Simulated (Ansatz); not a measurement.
Runs of Ansatz 0.2.0 on Cl. The structure is orthorhombic, space group Cmce (No. 64). The conventional cell has a = 6.290 Å, b = 4.500 Å, c = 8.210 Å, α = 90.00°, β = 90.00°, γ = 90.00°. Cl (site symmetry m) is surrounded by 1 Cl at 2.02 Å. 

```csv
task,level,cell,k mesh,smearing,points for each segment of the path,gap on the mesh (eV),pressure (GPa),largest force (eV/Å)
Born charges and dielectric tensor,PBEsol,as given,7 × 7 × 4,fixed,-,2.43,-,-
band structure,PBEsol,as given,7 × 7 × 4,fermi-dirac 0.05 eV,14,2.43,-0.9,0.17
relaxation of cell and atoms,PBEsol,relaxed,7 × 7 × 4,fermi-dirac 0.05 eV,-,2.02,0.0,-
band structure,LDA,as given,7 × 7 × 4,fermi-dirac 0.05 eV,14,2.33,-2.4,0.19
band structure,revPBE,as given,7 × 7 × 4,fermi-dirac 0.05 eV,14,2.56,2.0,0.09
band structure,RPBE,as given,7 × 7 × 4,fermi-dirac 0.05 eV,14,(a),(c),(b)
phonons,LDA,as given,5 × 5 × 3,fixed,-,2.34,-,-
Born charges and dielectric tensor,LDA,as given,7 × 7 × 4,fixed,-,2.33,-,-
```

Alike in all rows: potentials or basis Ansatz PAW; no spin polarisation; cutoff (eV) 420.

Task: Fill in the values left out.

Result: (a) 2.58; (b) 0.10; (c) 2.4.

Caveats: the PAW data sets come from PBE, with cores solved anew for the run's functional, which leaves a small shift of forces and pressure; odd divisions of the mesh miss points on the zone boundary, where band edges often lie, so the gap on the mesh can be too wide (some runs); the plane-wave basis is chosen anew once the cell has moved, so the energies of steps on either side of that aren't comparable (some runs); some modes are imaginary (some runs).

A k mesh can miss the band edges.

Runs at the PBE level aren't shown here.
